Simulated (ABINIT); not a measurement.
Input and output of a self-consistent single point for a (100) slab of LiI (cut from a parent of space group no. 225; 4 atoms in the cell) (ABINIT)

Method: PBE, PAW (JTH v2.0 PBE PAW) (plane waves; ABINIT 10.0.3).

Input as run:

```
# LiI, JTH v2.0 PBE PAW
pp_dirpath "./"
pseudos "I.GGA_PBE-JTH.xml, Li.GGA_PBE-JTH.xml"
acell 8.0843749728 11.4330327298 32.1726118382
rprim
         1.0000000000   -0.0000000000    0.0000000000
        -0.7071067812    0.7071067812    0.0000000000
         0.0000000000    0.0000000000    1.0000000000
natom 4
ntypat 2
znucl 53 3
typat 1 1 2 2
xred
         0.0000000000    0.0000000000    0.4111600000
         0.0000000000    0.5000000000    0.5888400000
         0.0000000000    0.0000000000    0.5888400000
         0.0000000000    0.5000000000    0.4111600000
ecut 20
pawecutdg 40
occopt 3
tsmear 0.05 eV
nband 15
kptopt 1
ngkpt 4 4 1
nshiftk 1
shiftk 0 0 0
nstep 100
tolvrs 1.0e-08
diemac 20
prtwf 0
prtden 0
```

Log, with long lists cut:

```
 Symmetries : space group P4/n m m (#129); Bravais tP (primitive tetrag.)

 -outvars: echo values of preprocessed input variables --------
            acell      8.0843749728E+00  1.1433032730E+01  3.2172611838E+01 Bohr
           diemac      2.00000000E+01
             ecut      2.00000000E+01 Hartree
              ixc     -101130
         kptrlatt        4    0    0      0    4    0      0    0    1
          kptrlen      3.23374999E+01
            natom           4
            nband          15
            ngfft          48      48     135
          ngfftdg          48      96     192
             nkpt           6
            nstep         100
             nsym          16
           ntypat           2
           occopt           3
        pawecutdg      4.00000000E+01 Hartree
            rprim      1.0000000000E+00 -0.0000000000E+00  0.0000000000E+00
                      -7.0710678120E-01  7.0710678120E-01  0.0000000000E+00
                       0.0000000000E+00  0.0000000000E+00  1.0000000000E+00
          spgroup         129
           tolvrs      1.00000000E-08
           tsmear      1.83746627E-03 Hartree
            typat      1  1  2  2
           useylm           1
             xred      0.0000000000E+00  0.0000000000E+00  4.1116000000E-01
                       0.0000000000E+00  5.0000000000E-01  5.8884000000E-01
                       0.0000000000E+00  0.0000000000E+00  5.8884000000E-01
                       0.0000000000E+00  5.0000000000E-01  4.1116000000E-01
            znucl       53.00000    3.00000

== DATASET  1 ==================================================================

 Real(R)+Recip(G) space primitive vectors, cartesian coordinates (Bohr,Bohr^-1):
 R(1)=  8.0843750  0.0000000  0.0000000  G(1)=  0.1236954  0.1236954  0.0000000
 R(2)= -8.0843750  8.0843750  0.0000000  G(2)=  0.0000000  0.1236954  0.0000000
 R(3)=  0.0000000  0.0000000 32.1726118  G(3)=  0.0000000  0.0000000  0.0310823
 Unit cell volume ucvol=  2.1027092E+03 bohr^3
 Angles (23,13,12)=  9.00000000E+01  9.00000000E+01  1.35000000E+02 degrees

 Coarse grid specifications (used for wave-functions):

 getcut: wavevector=  0.0000  0.0000  0.0000  ngfft=  48  48 135
         ecut(hartree)=     20.000   => boxcut(ratio)=   2.06889

 Fine grid specifications (used for densities):

 getcut: wavevector=  0.0000  0.0000  0.0000  ngfft=  48  96 192
         ecut(hartree)=     40.000   => boxcut(ratio)=   2.08545

   3.55427558E+03                                ecore*ucvol(ha*bohr**3)

_setup2: Arith. and geom. avg. npw (full set) are    8984.813    8984.770

--- !BeginCycle
solver: {iscf: 17, nstep: 100, nline: 4, wfoptalg: 10, }
tolerances: {tolvrs: 1.00E-08, }
...

     iter   Etot(hartree)      deltaE(h)  residm     nres2
 ETOT  1  -38.500325137994    -3.850E+01 2.396E-01 1.897E+00
 ETOT  2  -38.541571192568    -4.125E-02 1.061E-03 4.175E-01
 ETOT  3  -38.539793170701     1.778E-03 1.731E-03 1.783E-01
 ETOT  4  -38.538974096768     8.191E-04 1.561E-03 1.985E-02
 ETOT  5  -38.538825464864     1.486E-04 1.935E-03 7.503E-03
 ETOT  6  -38.538671117871     1.543E-04 3.995E-04 2.953E-03
   [... 6 lines left out ...]
 ETOT 13  -38.538562688827    -1.220E-05 3.578E-04 1.794E-05
 ETOT 14  -38.538569843571    -7.155E-06 6.146E-05 4.634E-06
 ETOT 15  -38.538579205307    -9.362E-06 1.566E-04 1.725E-07
 ETOT 16  -38.538580201980    -9.967E-07 1.252E-05 4.479E-08
 ETOT 17  -38.538580546420    -3.444E-07 7.067E-05 3.512E-09

 At SCF step   17       nres2   =  3.51E-09 < tolvrs=  1.00E-08 =>converged.

 Cartesian components of stress tensor (hartree/bohr^3)
  sigma(1 1)=  2.24436310E-05  sigma(3 2)=  0.00000000E+00
  sigma(2 2)=  2.24436310E-05  sigma(3 1)=  0.00000000E+00
  sigma(3 3)=  8.90965386E-06  sigma(2 1)=  1.25851741E-14

 ----iterations are completed or convergence reached----

 reduced coordinates (array xred) for    4 atoms
       0.000000000000      0.000000000000      0.411160000000
       0.000000000000      0.500000000000      0.588840000000
       0.000000000000      0.000000000000      0.588840000000
       0.000000000000      0.500000000000      0.411160000000
 cartesian forces (eV/Angstrom) at end:
    1     -0.00000000000000    -0.00000000000000    -0.16931542244750
    2     -0.00000000000000     0.00000000000000     0.16931542244750
    3     -0.00000000000000     0.00000000000000    -0.29465335617722
    4     -0.00000000000000     0.00000000000000     0.29465335617722
 frms,max,avg= 1.3873735E-01 2.9465336E-01   0.000E+00  0.000E+00  0.000E+00 e/A
 length scales=  8.084374972800 11.433032729800 32.172611838200 bohr
              =  4.278066981301  6.050100345674 17.025012925588 angstroms
 Fermi (or HOMO) energy (hartree) =  -0.11805   Average Vxc (hartree)=  -0.12962
 Eigenvalues (hartree) for nkpt=   6  k points:
 kpt#   1, nband= 15, wtk=  0.06250, kpt=  0.0000  0.0000  0.0000 (reduced coord)
  -1.86166   -1.86166   -0.60049   -0.58752   -0.25675   -0.21581   -0.21581   -0.20611
  -0.19443   -0.19443   -0.04283   -0.01319    0.00377    0.01734    0.03502
      occupation numbers for kpt#   1
   2.00000    2.00000    2.00000    2.00000    2.00000    2.00000    2.00000    2.00000
   2.00000    2.00000    0.00000    0.00000    0.00000    0.00000    0.00000
 prteigrs : prtvol=0 or 1, do not print more k-points.

--- !EnergyTerms
comment             : Components of total free energy in Hartree
kinetic             :  9.85188106788685E+00
hartree             :  4.99332682360399E+01
xc                  : -9.76933778857984E+00
Ewald energy        :  2.15078532591618E+01
psp_core            :  1.69033148298452E+00
local_psp           : -1.01228880924353E+02
spherical_terms     : -1.05236677948772E+01
internal            : -3.85385524617374E+01
'-kT*entropy'       :  1.56799115441595E-15
total_energy        : -3.85385524617374E+01
total_energy_eV     : -1.04868734444508E+03
...

-Cartesian components of stress tensor (GPa)         [Pressure= -5.2759E-01 GPa]
- sigma(1 1)=  6.60314310E-01  sigma(3 2)=  0.00000000E+00
- sigma(2 2)=  6.60314309E-01  sigma(3 1)=  0.00000000E+00
- sigma(3 3)=  2.62131023E-01  sigma(2 1)=  3.70268543E-10

 Calculation completed.
```

The run converged in 17 iterations.

The starting cell has typed, rounded lattice constants, without a prior relaxation at this level. The slab is cut from that crystal, and its faces are unrelaxed. Its lattice was rescaled by up to half a per cent. Spin polarisation is off, though cut faces can carry moments; a gap of a slab can lie between surface states.

These are the values that this program gave, and no reference: the one-centre exchange-correlation terms come from a truncated expansion.

Cost on one core of a shared machine: roughly 60 s.
